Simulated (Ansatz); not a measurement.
# KI (rocksalt): gap against strain (uniaxial along x, other directions held)

KI (rocksalt), relaxed with r2SCAN in the PAW code Ansatz, then strained (uniaxial along x, other directions held; changes of length per length, axes as in the cell below) with the atoms relaxed again within the symmetry that is left. It is cubic, Fm-3m (No. 225); a = 7.089 Å in the conventional setting, 44.52 Å³ an atom. K has 6 I at 3.54 Å; I has 6 K at 3.54 Å. The values are computed, spin-unpolarised, and not measurements.

```
CELL_PARAMETERS angstrom
0.00000 3.54429 3.54429
3.54429 0.00000 3.54429
3.54429 3.54429 0.00000
ATOMIC_POSITIONS crystal
K 0.00000 0.00000 0.00000
I 0.50000 0.50000 0.50000
```

Gaps are the least over each mesh (PBE 6×6×6, r2SCAN 6×6×6, HSE06 4×4×4 when unstrained) and the special points, which keep their unstrained names; stress is the change from the unstrained cell, compression positive.

```csv
strain (%),"gap, PBE (eV)","gap, r2SCAN (eV)","gap, HSE06 (eV)","edges, HSE06","stress along the strain, r2SCAN (GPa)","energy rise, r2SCAN (meV/atom)"
-4.0,4.026,4.673,5.033,Γ,+1.63,8.5
0.0,3.944,4.586,4.941,Γ,0.00,0.0
+1.5,3.909,4.547,4.903,Γ,-0.41,0.8
+4.89,3.836,4.463,4.822,Γ,-1.06,7.8
```

Problem. Estimate the row for a strain of -1.35 %.

Solution.
```csv
strain (%),"gap, PBE (eV)","gap, r2SCAN (eV)","gap, HSE06 (eV)","edges, HSE06","stress along the strain, r2SCAN (GPa)","energy rise, r2SCAN (meV/atom)"
-1.35,3.973,4.617,4.974,Γ,+0.46,0.9
```

Between zero and the nearest strains the slope of the HSE06 gap against strain is -0.024 eV per percent for negative and -0.025 for positive strain.

No spin-orbit coupling is included; it can move band edges with weight on the heavy atoms by tenths of an eV.

The meshes of the hybrids are coarse, so their gaps aren't converged to the digits shown.
